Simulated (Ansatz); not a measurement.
Crystal: MgB2.

```
CELL_PARAMETERS angstrom
3.08500 0.00000 0.00000
-1.54250 2.67169 0.00000
0.00000 0.00000 3.52300
ATOMIC_POSITIONS crystal
Mg 0.00000 0.00000 0.00000
B 0.66667 0.33333 0.50000
B 0.33333 0.66667 0.50000
```

Program: Ansatz 0.2.0. Alike in all runs: potentials or basis Ansatz PAW; no spin polarisation; cell as given; k mesh 10 × 10 × 8; cutoff (eV) 420.

Question: Order these runs on this cell by their pressure, lowest first.
A. level BLYP; smearing fermi-dirac 0.05 eV; points for each segment of the path 14
B. level PBEsol; smearing fermi-dirac 0.05 eV; points for each segment of the path 14
C. level PBE; smearing gaussian 0.021 eV
D. level LDA; smearing fermi-dirac 0.05 eV

Answer: D (-7.5 GPa), B (-3.0 GPa), C (-0.9 GPa), A (1.0 GPa).

Caveats: the PAW data sets come from PBE, with cores solved anew for the run's functional, which leaves a small shift of forces and pressure (some runs); the potentials were made for another functional, which shifts forces and pressure (some runs).

Not every run made on this cell is shown here.
